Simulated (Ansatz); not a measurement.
# AgBr (Fm-3m) in Ansatz: a series of runs

The runs below take AgBr through band structure, single point, equation of state, with r2SCAN.

All numbers are computed with Ansatz 0.2.0; they aren't measurements. Logs are shortened: lines on timing, memory, paths and dates and some standing lists are left out, and cuts for length are marked.

## 1. The crystal as given

It takes space group Fm-3m (No. 225, cubic). Conventional cell: a = 5.740 Å, b = 5.740 Å, c = 5.740 Å, α = 90.00°, β = 90.00°, γ = 90.00°. Around Ag (site symmetry m-3m) lie 6 Br at 2.87 Å. Br (site symmetry m-3m) has 6 Ag at 2.87 Å as nearest neighbours.

## 2. Band structure, r2SCAN

The input, input.yaml:

```yaml
crystal:
  lattice:
    - [0.0, 2.87015, 2.87015]
    - [2.87015, 0.0, 2.87015]
    - [2.87015, 2.87015, 0.0]
  atoms:
    - { symbol: Ag, position: [0.0, 0.0, 0.0] }
    - { symbol: Br, position: [0.5, 0.5, 0.5] }
hamiltonian:
  xc: r2scan
  pseudopotentials: { kind: paw }
kpoints:
  mp_grid: { grid: [8, 8, 8] }
  band_path:
    path:
      - [[0.0, 0.0, 0.0], [0.5, 0.0, 0.5], [0.5, 0.25, 0.75], [0.375, 0.375, 0.75], [0.0, 0.0, 0.0], [0.5, 0.5, 0.5], [0.625, 0.25, 0.625], [0.5, 0.25, 0.75], [0.5, 0.5, 0.5], [0.375, 0.375, 0.75]]
      - [[0.625, 0.25, 0.625], [0.5, 0.0, 0.5]]
    npoints: 14
scf:
  occupations: { method: fermi_dirac, width: 0.05 }
  n_extra_bands: 6
output:
  forces: true
  stress: true
  eigenvalues: true
  fatbands: true
```

Potentials or basis: Ansatz PAW.

Launch:

```sh
$ ansatz run input.yaml --threads 2 --pin off --max-ram 5632MiB --backend cpu --events-out ev --progress --plain --runs-dir out
```

The program printed:

```text
Warning: RAYON_NUM_THREADS=2 ignored (pool sized by the plan → 2); use --threads N
scf.n_extra_bands = 6 over 13 filled bands (N_el = 26.0): the run solves 19 bands
Engine: ansatz 0.2.0, x86_64-unknown-linux-gnu
Pseudopotentials: kind: paw
Pseudopotential: Ag, paw, valence charge 19, recommended cutoff 500 eV (meta_gga), Ag.paw.azcp
Pseudopotential: Br, paw, valence charge 7, recommended cutoff 500 eV (meta_gga), Br.paw.azcp
Functional definition: r2SCAN
  parameter k0 = 0.174
  parameter k1 = 0.065
  parameter a1 = 4.9479
  exchange = r2scan_x(k0 = k0, k1 = k1, a1 = a1)
  correlation = r2scan_c
Crystal: 2 atoms, lattice volume = 47.287 Å³
Basis set: ecut = 500 eV, 1243 PW (Γ), exchange–correlation on 120×120×120 points (64 copies of the dense FFT grid, shifted against one another)
Bands: 19, of which v1, the nominal top of the filled ones, is band 13 counted from 1 (12 counted from 0)
Symmetry: 48 space group operations
Space group: Fm-3m (ITA 225), of the structure as read, at distance tolerance 3.6e-5 Å
k-points: 29 of 512
Non-local potential: Ag, projectors of the file, l = 0: 3, l = 1: 2, l = 2: 2, l = 3: 1
Non-local potential: Br, projectors of the file, l = 0: 2, l = 1: 2, l = 2: 2
PAW form: soft (Blöchl's): semilocal exchange-correlation on the pseudo side does not see the compensation charge
PAW frozen core: Ag, regenerated for the run's functional (the file was generated under x = pbe(κ = 0.804, μ = 0.2195149727645171), c = pbe(β = 0.06672455060314922))
PAW frozen core: Br, regenerated for the run's functional (the file was generated under x = pbe(κ = 0.804, μ = 0.2195149727645171), c = pbe(β = 0.06672455060314922))
PAW one-centre angular grid: Ag, 590 points (default); XC on 160 Gauss nodes
PAW one-centre angular grid: Br, 302 points (default); XC on 160 Gauss nodes
Initial density: superposition of atomic densities (neutral atoms: chi_scale 0, normalization atom), corrected by the library's trained network
Initial wavefunctions: pseudopotential atomic-orbital guess
Functional: x = r2scan, c = r2scan; τ floored in thin density (d = 2e-4 eV/Å³)
SCF iter   1: F=—  HF=-10397.710256 eV  |F-HF|=—  |Δ(HF+E_count)|=         —  Δρ=7.53e-3  dr2=2.31e-2  dr2_τ=5.12e-3  ethr=1.77e-3  ⟨swp⟩=5.2  Hψ=2754  notcnv=0  defer=1
preconditioner: auto → none  [insulator: Δε(μ)=1.348 eV  Ē_g=13.260 eV  σ=0.050 eV  W_gap=1.00  n_scr=14 (ndim 8)  ℏωp=22.9 eV  f_vac=0.022  D(μ)=0.00/eV (n_scr^D=0)  ε∞_Penn≈4.0]
SCF iter   2: F=—  HF=-10397.711066 eV  |F-HF|=—  |Δ(HF+E_count)|=   8.09e-4  Δρ=3.76e-3  dr2=2.84e-3  dr2_τ=8.21e-4  ethr=8.87e-5  ⟨swp⟩=2.7  Hψ=1231  notcnv=0  defer=44
SCF iter   3: F=—  HF=-10397.710983 eV  |F-HF|=—  |Δ(HF+E_count)|=   8.20e-5  Δρ=1.61e-3  dr2=6.67e-4  dr2_τ=6.05e-5  ethr=1.09e-5  ⟨swp⟩=2.4  Hψ=841  notcnv=0  defer=44
SCF iter   4: F=—  HF=-10397.711003 eV  |F-HF|=—  |Δ(HF+E_count)|=   1.98e-5  Δρ=3.82e-4  dr2=2.96e-5  dr2_τ=5.71e-6  ethr=2.57e-6  ⟨swp⟩=2.5  Hψ=717  notcnv=0  defer=44
SCF iter   5: F=—  HF=-10397.711018 eV  |F-HF|=—  |Δ(HF+E_count)|=   1.48e-5  Δρ=4.20e-5  dr2=5.29e-7  dr2_τ=7.37e-8  ethr=1.14e-7  ⟨swp⟩=2.1  Hψ=730  notcnv=0  defer=44
SCF iter   6: F=-10397.711019 eV  HF=-10397.711019 eV  |F-HF|=3.54e-9  |Δ(HF+E_count)|=   4.41e-7  Δρ=5.77e-6  dr2=1.40e-8  dr2_τ=7.99e-10  ethr=3.85e-10  ⟨swp⟩=9.6  Hψ=2788  notcnv=0
SCF 1 converged in 6 iterations: F = -10397.711019 eV  dr2 = 1.40e-8
NSCF: frozen V_eff on 142 k-points
SCF converged after 6 iterations
Free energy (F): -10397.711019 eV
Harris-Foulkes:  -10397.711019 eV  (|F-HF|=3.54e-9)
Internal energy: -10397.711018 eV  (E = F + TS)
E sigma→0 (E₀):  -10397.711019 eV
Entropy (-TS):   -0.000000 eV (-0.000 meV/atom)
Fermi energy:    8.600420 eV
--- Per-component energies (eV) ---
  E_band       = -385.262412
  E_kinetic    = 663.124413
  E_local      = -3331.055393  (includes V_loc(G=0)·N_el)
  E_nonlocal   = 155.427033
  E_hartree    = 1460.640707
  E_xc         = -427.385594
  E_vxc        = -374.430246  (∫ρ·V_xc dr)
  E_paw        = -6196.476220  (= ΣΔE_a)
  E_vpaw       = -443.802976  (= ΣTr[D̂ρ^β])
  E_aug_tail   = 0.000055  (compensation charges beyond the density's cutoff)
  E_vtau       = 24.197099  (kinetic-family band-sum trace: ∫τ·v_τ [+ j·A + Jᵃ·Aᵃ] dr)
  E_ewald      = -2721.318514
  E_core_change = -0.667504  (= ΣΔE_core)
  E_smearing   = -0.000000  (= −TS)
  E_closure    = -0.000000  (closes the sum)
  Σ components = -10397.711019   (vs F -10397.711019, Δ=0.00e0)
--- Forces (eV/Å), atoms counted from 1 ---
  atom   1  Ag    -0.00000000     0.00000000    -0.00000000
  atom   2  Br     0.00000000    -0.00000000    -0.00000000
  max |Σ_I F_I| component: 2.22e-29 eV/Å
--- Stress (GPa, compression-positive) ---
        1.116245      -0.000000       0.000000
       -0.000000       1.116245      -0.000000
        0.000000       0.000000       1.116245
  P = ⅓ Tr σ = 1.1162 GPa (11.162 kbar)
--- Band table (eV; the first three rows and the last of 29) ---
  k-point 0: bands = ["-84.5849", "-47.2660", "-47.2660", "-47.2660", "-7.6861", "5.0765", "5.0765", "5.0765", "5.0880", "5.0880", "5.8794", "5.8794", "5.8794", "9.1735", "18.3222", "18.3222", "18.3222", "19.4931", "20.6060"]
  k-point 1: bands = ["-84.5849", "-47.2662", "-47.2660", "-47.2660", "-7.6240", "4.6509", "4.6509", "4.7099", "5.1194", "5.1194", "5.6026", "6.3837", "6.3837", "9.9722", "16.9836", "18.0366", "18.0366", "19.5309", "19.5309"]
  k-point 2: bands = ["-84.5848", "-47.2668", "-47.2661", "-47.2661", "-7.4676", "3.7067", "4.1103", "4.1103", "5.2227", "5.2227", "5.5800", "7.1019", "7.1019", "11.3310", "15.5936", "16.7719", "16.7719", "19.6853", "19.8815"]
  k-point 28: bands = ["-84.5848", "-47.2671", "-47.2671", "-47.2667", "-7.1666", "3.6129", "3.8735", "3.8735", "5.4743", "5.5173", "5.5716", "5.5716", "6.4130", "12.2011", "15.7737", "16.0675", "16.0675", "21.5551", "21.5551"]
```

Run time: 10 s. Hardware: 2 threads of Intel Xeon Platinum 8259CL at 2.50GHz (Skylake/Cascade Lake), shared host; peak memory 0.49 GiB.

Results:

```
Free energy             : -10397.7110 eV
Pressure                : 1.1 GPa
Band gap on the k mesh  : 1.29 eV, indirect (least direct gap 3.29 eV)
Band gap along the path : 1.29 eV, indirect (least direct gap 3.29 eV)
```

Levels at the corners of the path, in eV from the valence-band top:
```
point  band 10  band 11  band 12  band 13  band 14  band 15  band 16  band 17
    Γ    -2.79    -2.00    -2.00    -2.00     1.29    10.44    10.44    10.44
    X    -2.64    -2.41    -2.41    -2.27     2.19     7.43     9.76    11.94
    W    -2.36    -2.31    -2.31    -1.47     4.32     7.89     8.19     8.19
    K    -2.45    -2.24    -1.99    -1.20     3.54     7.33     8.83     9.95
    Γ    -2.79    -2.00    -2.00    -2.00     1.29    10.44    10.44    10.44
    L    -2.51    -2.15     0.00     0.00     4.28     7.28     7.41     7.41
    U    -2.45    -2.24    -1.99    -1.20     3.54     7.33     8.83     9.95
    W    -2.36    -2.31    -2.31    -1.47     4.32     7.89     8.19     8.19
    L    -2.51    -2.15     0.00     0.00     4.28     7.28     7.41     7.41
    K    -2.45    -2.24    -1.99    -1.20     3.54     7.33     8.83     9.95
    U    -2.45    -2.24    -1.99    -1.20     3.54     7.33     8.83     9.95
    X    -2.64    -2.41    -2.41    -2.27     2.19     7.43     9.76    11.94
```

Caveat: the PAW data sets come from PBE, with cores solved anew for the run's functional, which leaves a small shift of forces and pressure. r2SCAN opens gaps a little over a GGA but as a rule still falls short of measured ones.

## 3. Single point, r2SCAN, 22.22 Å³/atom (volume scaled by 0.94)

The input, input.yaml:

```yaml
crystal:
  lattice:
    - [0.0, 2.8115590699, 2.8115590699]
    - [2.8115590699, 0.0, 2.8115590699]
    - [2.8115590699, 2.8115590699, 0.0]
  atoms:
    - { symbol: Ag, position: [0.0, 0.0, 0.0] }
    - { symbol: Br, position: [0.5, 0.5, 0.5] }
hamiltonian:
  xc: r2scan
  pseudopotentials: { kind: paw }
kpoints:
  mp_grid: { grid: [8, 8, 8] }
scf:
  occupations: { method: fermi_dirac, width: 0.05 }
output:
  forces: true
  stress: true
  eigenvalues: true
```

Potentials or basis: Ansatz PAW.

Launch:

```sh
$ ansatz run input.yaml --threads 2 --pin off --max-ram 5632MiB --backend cpu --events-out ev --progress --plain --runs-dir out
```

It took 2.7 s on 2 threads of Intel Xeon Platinum 8259CL at 2.50GHz (Skylake/Cascade Lake), shared host; peak memory 0.49 GiB.

It converged, with:

* Free energy: -10397.6604 eV
* Pressure: 4.8 GPa
* Band gap on the k mesh: 1.31 eV, indirect (least direct gap 3.55 eV)

Caveat: the PAW data sets come from PBE, with cores solved anew for the run's functional, which leaves a small shift of forces and pressure.

## 4. Single point, r2SCAN, 22.70 Å³/atom (volume scaled by 0.96)

input.yaml: that of step 3 with these lines changed.

```diff
@@ -2,5 +2,5 @@
   lattice:
-    - [0.0, 2.8115590699, 2.8115590699]
-    - [2.8115590699, 0.0, 2.8115590699]
-    - [2.8115590699, 2.8115590699, 0.0]
+    - [0.0, 2.8313594341, 2.8313594341]
+    - [2.8313594341, 0.0, 2.8313594341]
+    - [2.8313594341, 2.8313594341, 0.0]
   atoms:
```

Launch:

```sh
$ ansatz run input.yaml --threads 2 --pin off --max-ram 5632MiB --backend cpu --events-out ev --progress --plain --runs-dir out
```

Wall time 3.1 s (2 threads of Intel Xeon Platinum 8259CL at 2.50GHz (Skylake/Cascade Lake), shared host); peak memory 0.48 GiB.

Results (log left out):

| Quantity | Value |
| --- | --- |
| Free energy | -10397.6847 eV |
| Pressure | 3.4 GPa |
| Band gap on the k mesh | 1.30 eV, indirect (least direct gap 3.46 eV) |

Caveat: the PAW data sets come from PBE, with cores solved anew for the run's functional, which leaves a small shift of forces and pressure.

## 5. Single point, r2SCAN, 23.17 Å³/atom (volume scaled by 0.98)

input.yaml: that of step 4 with these lines changed.

```diff
@@ -2,5 +2,5 @@
   lattice:
-    - [0.0, 2.8313594341, 2.8313594341]
-    - [2.8313594341, 0.0, 2.8313594341]
-    - [2.8313594341, 2.8313594341, 0.0]
+    - [0.0, 2.8508866679, 2.8508866679]
+    - [2.8508866679, 0.0, 2.8508866679]
+    - [2.8508866679, 2.8508866679, 0.0]
   atoms:
```

Launch:

```sh
$ ansatz run input.yaml --threads 2 --pin off --max-ram 5632MiB --backend cpu --events-out ev --progress --plain --runs-dir out
```

Wall time 3.2 s (2 threads of Intel Xeon Platinum 8259CL at 2.50GHz (Skylake/Cascade Lake), shared host); peak memory 0.49 GiB.

Results (log left out):

| Quantity | Value |
| --- | --- |
| Free energy | -10397.7013 eV |
| Pressure | 2.2 GPa |
| Band gap on the k mesh | 1.30 eV, indirect (least direct gap 3.37 eV) |

Caveat: the PAW data sets come from PBE, with cores solved anew for the run's functional, which leaves a small shift of forces and pressure.

## 6. Single point, r2SCAN, 23.64 Å³/atom

input.yaml: that of step 5 with these lines changed.

```diff
@@ -2,5 +2,5 @@
   lattice:
-    - [0.0, 2.8508866679, 2.8508866679]
-    - [2.8508866679, 0.0, 2.8508866679]
-    - [2.8508866679, 2.8508866679, 0.0]
+    - [0.0, 2.87015, 2.87015]
+    - [2.87015, 0.0, 2.87015]
+    - [2.87015, 2.87015, 0.0]
   atoms:
```

Potentials or basis: Ansatz PAW.

Launch:

```sh
$ ansatz run input.yaml --threads 2 --pin off --max-ram 5632MiB --backend cpu --events-out ev --progress --plain --runs-dir out
```

Run time: 2.8 s. Hardware: 2 threads of Intel Xeon Platinum 8259CL at 2.50GHz (Skylake/Cascade Lake), shared host; peak memory 0.5 GiB.

Results (log left out):

```yaml
Free_energy: -10397.7110 eV
Pressure: 1.1 GPa
Band_gap_on_the_k_mesh: 1.29 eV, indirect (least direct gap 3.29 eV)
```

Caveat: the PAW data sets come from PBE, with cores solved anew for the run's functional, which leaves a small shift of forces and pressure.

## 7. Single point, r2SCAN, 24.12 Å³/atom (volume scaled by 1.02)

input.yaml: that of step 6 with these lines changed.

```diff
@@ -2,5 +2,5 @@
   lattice:
-    - [0.0, 2.87015, 2.87015]
-    - [2.87015, 0.0, 2.87015]
-    - [2.87015, 2.87015, 0.0]
+    - [0.0, 2.8891581698, 2.8891581698]
+    - [2.8891581698, 0.0, 2.8891581698]
+    - [2.8891581698, 2.8891581698, 0.0]
   atoms:
@@ -19 +19,5 @@
   eigenvalues: true
+  write_density: true
+  write_potential: true
+  elf: true
+  volumetric_format: npy
```

Launch:

```sh
$ ansatz run input.yaml --threads 2 --pin off --max-ram 5632MiB --backend cpu --events-out ev --progress --plain --runs-dir out
```

Run time: 3.8 s. Hardware: 2 threads of Intel Xeon Platinum 8259CL at 2.50GHz (Skylake/Cascade Lake), shared host; peak memory 0.5 GiB.

Results (log left out):

- Free energy: -10397.7147 eV
- Pressure: 0.2 GPa
- Band gap on the k mesh: 1.29 eV, indirect (least direct gap 3.22 eV)

Caveat: the PAW data sets come from PBE, with cores solved anew for the run's functional, which leaves a small shift of forces and pressure.

## 8. Single point, r2SCAN, 24.59 Å³/atom (volume scaled by 1.04)

The input, input.yaml:

```yaml
crystal:
  lattice:
    - [0.0, 2.9079194629, 2.9079194629]
    - [2.9079194629, 0.0, 2.9079194629]
    - [2.9079194629, 2.9079194629, 0.0]
  atoms:
    - { symbol: Ag, position: [0.0, 0.0, 0.0] }
    - { symbol: Br, position: [0.5, 0.5, 0.5] }
hamiltonian:
  xc: r2scan
  pseudopotentials: { kind: paw }
kpoints:
  mp_grid: { grid: [8, 8, 8] }
scf:
  occupations: { method: fermi_dirac, width: 0.05 }
output:
  forces: true
  stress: true
  eigenvalues: true
```

Launch:

```sh
$ ansatz run input.yaml --threads 2 --pin off --max-ram 5632MiB --backend cpu --events-out ev --progress --plain --runs-dir out
```

Run time: 3.5 s. Hardware: 2 threads of Intel Xeon Platinum 8259CL at 2.50GHz (Skylake/Cascade Lake), shared host; peak memory 0.49 GiB.

It converged, with:

- Free energy: -10397.7130 eV
- Pressure: -0.7 GPa
- Band gap on the k mesh: 1.29 eV, indirect (least direct gap 3.15 eV)

Caveat: the PAW data sets come from PBE, with cores solved anew for the run's functional, which leaves a small shift of forces and pressure.

## 9. Single point, r2SCAN, 25.06 Å³/atom (volume scaled by 1.06)

input.yaml: that of step 8 with these lines changed.

```diff
@@ -2,5 +2,5 @@
   lattice:
-    - [0.0, 2.9079194629, 2.9079194629]
-    - [2.9079194629, 0.0, 2.9079194629]
-    - [2.9079194629, 2.9079194629, 0.0]
+    - [0.0, 2.9264417423, 2.9264417423]
+    - [2.9264417423, 0.0, 2.9264417423]
+    - [2.9264417423, 2.9264417423, 0.0]
   atoms:
@@ -19 +19,5 @@
   eigenvalues: true
+  write_density: true
+  write_potential: true
+  elf: true
+  volumetric_format: npy
```

Potentials or basis: Ansatz PAW.

Launch:

```sh
$ ansatz run input.yaml --threads 2 --pin off --max-ram 5632MiB --backend cpu --events-out ev --progress --plain --runs-dir out
```

Run time: 4 s. Hardware: 2 threads of Intel Xeon Platinum 8259CL at 2.50GHz (Skylake/Cascade Lake), shared host; peak memory 0.52 GiB.

It converged, with:

```yaml
Free_energy: -10397.7066 eV
Pressure: -1.5 GPa
Band_gap_on_the_k_mesh: 1.30 eV, indirect (least direct gap 3.08 eV)
```

Caveat: the PAW data sets come from PBE, with cores solved anew for the run's functional, which leaves a small shift of forces and pressure.

## 10. Equation of state, r2SCAN

No new run: the results of the series are fitted here.

What came out:

- Equilibrium volume: 24.20 Å³/atom
- Bulk modulus: 45 GPa
- Pressure derivative of the bulk modulus: 5.3

Energy against volume, from the lowest point:
```tsv
volume (Å³/atom)	energy (meV/atom)
22.225	27.15
22.698	15.00
23.171	6.71
23.644	1.85
24.116	0.00
24.589	0.84
25.062	4.04
```

Caveat: the PAW data sets were made with another functional, which shifts forces and pressure a little. Zero-point motion and thermal expansion aren't in these numbers.
